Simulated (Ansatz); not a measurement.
# GaP (F-43m) in Ansatz: further runs

Runs on GaP. Level: PBE. Tasks: single point.

Everything below comes from runs of Ansatz 0.2.0. Logs are shortened: lines on timing, memory, paths and dates and some standing lists are left out, and cuts for length are marked.

**Experimental background.**

From “Stacking defects in GaP nanowires: Electronic structure and optical properties”, 2018, arxiv:1810.01194, for a bulk crystal of GaP at 10 K: band gap 2.34 eV (indirect).

The results are compared with them further down.

### Step 1. The crystal as given

Symmetry: F-43m, No. 216, cubic system. Conventional cell: a = 5.451 Å, b = 5.451 Å, c = 5.451 Å, α = 90.00°, β = 90.00°, γ = 90.00°. Ga (site symmetry -43m) is surrounded by 4 P at 2.36 Å. P (site symmetry -43m) has 4 Ga at 2.36 Å as nearest neighbours.

### Step 2. Single point, PBE

File input.yaml:

```yaml
crystal:
  lattice:
    - [0.0, 2.72525, 2.72525]
    - [2.72525, 0.0, 2.72525]
    - [2.72525, 2.72525, 0.0]
  atoms:
    - { symbol: Ga, position: [0.0, 0.0, 0.0] }
    - { symbol: P, position: [0.75, 0.75, 0.75] }
kpoints:
  mp_grid: { grid: [8, 8, 8] }
scf:
  occupations: { method: gaussian, width: 0.022 }
hamiltonian:
  xc: pbe
  pseudopotentials: { kind: all_electron, lapw: { basis_error: 0.001 } }
output:
  forces: true
  stress: true
  eigenvalues: true
```

Potentials or basis: all-electron LAPW, scalar-relativistic.

The run is started by

```
ansatz run input.yaml --threads 1 --pin off --max-ram 3072MiB --backend cpu --events-out ev --progress --plain --runs-dir out
```

What it wrote:

```text
Warning: RAYON_NUM_THREADS=1 ignored (pool sized by the plan → 1); use --threads N
LAPW: plane waves up to 8.540 Å⁻¹, error target 1.0e-3 eV per atom; small_component_spin mean_spin; P in spheres of 1.060 Å, 13 of its electrons in bands, Dirac shells []; Ga in spheres of 1.300 Å, 21 of its electrons in bands, Dirac shells [] (how accurate: hamiltonian.pseudopotentials.lapw.basis_error, Limitations)
Engine: ansatz 0.2.0, x86_64-unknown-linux-gnu
Pseudopotentials: kind: all_electron
Pseudopotential: Ga, LAPW, valence charge 21, lapw/all_electron/scalar/gaussian/Ga, Koelling and Harmon's equation, gaussian nucleus
Pseudopotential: P, LAPW, valence charge 13, lapw/all_electron/scalar/gaussian/P, Koelling and Harmon's equation, gaussian nucleus
Functional definition: PBE
  parameter kappa = 0.804
  parameter beta = 0.06672455060314922
  exchange = pbe_x(kappa = kappa, mu = beta*pi^2/3)
  correlation = pbe_c(beta = beta)
Crystal: 2 atoms, lattice volume = 40.481 Å³
Basis set: ecut = 277.8989088076663 eV, 411 PW (Γ), exchange–correlation at level 2
Bands: 21, of which v1, the nominal top of the filled ones, is band 17 counted from 1 (16 counted from 0)
Symmetry: 24 space group operations
Space group: F-43m (ITA 216), of the structure as read, at distance tolerance 3.4e-5 Å
k-points: 29 of 512 (time reversal used)
Non-local potential: Ga, projectors of the file, none
Non-local potential: P, projectors of the file, none
Initial density: superposition of atomic densities (chi_scale 0.1, normalization cell, long waves kept (reshape's long-wave potential 0.00 eV rms))
Initial wavefunctions: plane waves of lowest kinetic energy (no species holds an atomic orbital)
Functional: x = pbe(κ = 0.804, μ = 0.2195149727645171), c = pbe(β = 0.06672455060314922)
iter 1 solved again at ethr=2.47e-3 eV; its pass at ethr=1.00e-1 eV (dr2=8.41e-1 eV) is discarded
SCF iter   1: F=—  HF=-62209.939709 eV  |F-HF|=—  |Δ(HF+E_count)|=         —  Δρ=3.88e-2  dr2=8.42e-1  ethr=2.47e-3  ⟨swp⟩=2.0  Hψ=4154  notcnv=0
preconditioner: auto → none  [insulator: Δε(μ)=2.034 eV  Ē_g=15.010 eV  σ=0.022 eV  W_gap=1.00  n_scr=14 (ndim 8)  ℏωp=24.8 eV  f_vac=0.017  D(μ)=0.00/eV (n_scr^D=0)  ε∞_Penn≈3.7]
iter 2 solved again at ethr=2.36e-4 eV; its pass at ethr=2.47e-3 eV (dr2=8.03e-2 eV) is discarded
SCF iter   2: F=—  HF=-62209.698363 eV  |F-HF|=—  |Δ(HF+E_count)|=   2.41e-1  Δρ=1.53e-2  dr2=8.02e-2  ethr=2.36e-4  ⟨swp⟩=2.0  Hψ=3158  notcnv=0
SCF iter   3: F=—  HF=-62209.676769 eV  |F-HF|=—  |Δ(HF+E_count)|=   2.16e-2  Δρ=7.02e-3  dr2=1.57e-2  ethr=2.36e-4  ⟨swp⟩=2.0  Hψ=1781  notcnv=0
SCF iter   4: F=—  HF=-62209.673586 eV  |F-HF|=—  |Δ(HF+E_count)|=         —  Δρ=1.97e-3  dr2=1.47e-3  ethr=4.62e-5  ⟨swp⟩=2.0  Hψ=1781  notcnv=0
the basis was enlarged: its passes take 254.7 KiB over the memory plan, 1 of 1 planned eigensolver slots
SCF iter   5: F=—  HF=-62209.672920 eV  |F-HF|=—  |Δ(HF+E_count)|=   6.66e-4  Δρ=3.01e-4  dr2=2.43e-5  ethr=4.32e-6  ⟨swp⟩=2.0  Hψ=1682  notcnv=0
SCF iter   6: F=—  HF=-62209.672962 eV  |F-HF|=—  |Δ(HF+E_count)|=   4.16e-5  Δρ=4.72e-5  dr2=6.09e-7  ethr=7.15e-8  ⟨swp⟩=3.0  Hψ=1785  notcnv=0
SCF iter   7: F=-62209.672963 eV  HF=-62209.672963 eV  |F-HF|=1.08e-8  |Δ(HF+E_count)|=   1.48e-6  Δρ=4.42e-6  dr2=1.01e-8  ethr=1.79e-9  ⟨swp⟩=3.0  Hψ=1782  notcnv=0
SCF 1 converged in 7 iterations: F = -62209.672963 eV  dr2 = 1.01e-8
SCF converged after 7 iterations
Free energy (F): -62209.672963 eV
Harris-Foulkes:  -62209.672963 eV  (|F-HF|=1.08e-8)
Internal energy: -62209.672963 eV  (E = F + TS)
E sigma→0 (E₀):  -62209.672963 eV
Fermi energy:    9.351345 eV
--- Per-component energies (eV) ---
  E_band       = -1791.533812
  E_kinetic    = 63284.590876
  E_xc         = -2691.899901
  E_electrostatic = -122802.363938  (all electrons and nuclei)
  E_smearing   = -0.000000  (= −TS)
  E_closure    = 0.000000  (closes the sum)
  E_atoms      = -62200.568823  (free atoms, spherical and without spin; not in F)
  Σ components = -62209.672963   (vs F -62209.672963, Δ=0.00e0)
  Basis errors (estimates in eV, not in F): energy 4.4e-4 per atom: plane waves 4.1e-4 (2.4e-4 summed), levels above the bands 0.0e0, relativity 2.2e-8, radial functions 3.3e-5, core shells 1.7e-11; eigenvalues (radial functions only) 9.0e-7; not estimated: angular momenta, meshes, grids; target (lapw.basis_error) 1.0e-3; muffin-tin radii P 1.060 Å, Ga 1.300 Å
--- Forces (eV/Å), atoms counted from 1 ---
  atom   1  Ga     0.00000000    -0.00000000     0.00000000
  atom   2  P     -0.00000000     0.00000000     0.00000000
  max |Σ_I F_I| component: 1.73e-17 eV/Å
--- Stress (GPa, compression-positive) ---
        2.484479       0.000000      -0.000000
        0.000000       2.484479       0.000000
       -0.000000       0.000000       2.484479
  P = ⅓ Tr σ = 2.4845 GPa (24.845 kbar)
--- Band table (eV; the first three rows and the last of 29) ---
  k-point 0: bands = ["-159.2155", "-134.8002", "-109.6904", "-109.6904", "-109.6904", "-85.5317", "-85.5317", "-85.5317", "-5.9960", "-5.9960", "-5.9960", "-5.8970", "-5.8970", "-3.9627", "8.5292", "8.5292", "8.5292", "10.3597", "12.4178", "12.4178", "12.4178"]
  k-point 1: bands = ["-159.2155", "-134.8002", "-109.6904", "-109.6904", "-109.6904", "-85.5317", "-85.5317", "-85.5317", "-6.0100", "-5.9912", "-5.9912", "-5.8970", "-5.8970", "-3.7600", "6.9025", "8.2997", "8.2997", "10.9837", "12.7669", "12.7669", "12.9987"]
  k-point 2: bands = ["-159.2155", "-134.8002", "-109.6904", "-109.6904", "-109.6904", "-85.5317", "-85.5317", "-85.5317", "-6.0406", "-5.9812", "-5.9812", "-5.8957", "-5.8957", "-3.1861", "4.6560", "7.8672", "7.8672", "10.6896", "13.2722", "13.2722", "14.8784"]
  k-point 28: bands = ["-159.2155", "-134.8002", "-109.6904", "-109.6904", "-109.6904", "-85.5317", "-85.5317", "-85.5317", "-6.0958", "-5.9572", "-5.9362", "-5.9120", "-5.8882", "-0.9042", "1.9843", "4.9561", "5.1110", "13.2318", "13.3958", "14.6352", "14.6765"]
```

It took 18 s on 1 thread of Intel Xeon at 2.50GHz (Skylake/Cascade Lake), shared host; peak memory 0.29 GiB.

What came out:

```
Free energy            : -62209.6730 eV
Pressure               : 2.5 GPa
Band gap on the k mesh : 1.64 eV, indirect (least direct gap 1.83 eV)
```

### Step 3. Single point, PBE

input.yaml, as its differences from that of step 2:

```diff
@@ -11,3 +11,3 @@
 scf:
-  occupations: { method: gaussian, width: 0.022 }
+  occupations: { method: gaussian, width: 0.02 }
 hamiltonian:
```

Potentials or basis: all-electron LAPW, scalar-relativistic.

The run is started by

```
ansatz run input.yaml --threads 1 --pin off --max-ram 3072MiB --backend cpu --events-out ev --progress --plain --runs-dir out
```

It took 20 s on 1 thread of Intel Xeon at 2.50GHz (Skylake/Cascade Lake), shared host; peak memory 0.29 GiB.

The run converged. Its results:

| Quantity | Value |
| --- | --- |
| Free energy | -62209.6730 eV |
| Pressure | 2.5 GPa |
| Band gap on the k mesh | 1.64 eV, indirect (least direct gap 1.83 eV) |

Levels at points of the mesh, in eV from the valence-band top:
| k point | band 14 | band 15 | band 16 | band 17 | band 18 | band 19 | band 20 | band 21 |
| --- | --- | --- | --- | --- | --- | --- | --- | --- |
| (0.00, 0.00, 0.00) | -12.49 | 0.00 | 0.00 | 0.00 | 1.83 | 3.89 | 3.89 | 3.89 |
| (0.00, 0.00, -0.50) | -10.42 | -6.63 | -1.12 | -1.12 | 1.68 | 4.72 | 4.72 | 8.28 |
| (0.00, -0.50, -0.50) | -9.53 | -6.75 | -2.68 | -2.68 | 1.66 | 1.83 | 10.58 | 10.58 |

### Step 4. Against experiment

Step 2. Against the measured gap of GaP, 2.34 eV (indirect; 10 K; quoted in “Stacking defects in GaP nanowires: Electronic structure and optical properties”, 2018, arxiv:1810.01194), the calculated 1.64 eV is off by -0.70 eV. Spin-orbit coupling on Ga is left out. The value is that of PBE on a finite k mesh, which can miss the band edges, without temperature or zero-point motion. Semilocal functionals fall short of measured gaps as a rule.

Step 3. Measured gap of GaP: 2.34 eV (indirect; 10 K; quoted in “Stacking defects in GaP nanowires: Electronic structure and optical properties”, 2018, arxiv:1810.01194). This calculation gives 1.64 eV (-0.70 eV). Spin-orbit coupling on Ga is left out. The value is that of PBE on a finite k mesh, which can miss the band edges, without temperature or zero-point motion. Semilocal functionals fall short of measured gaps as a rule.
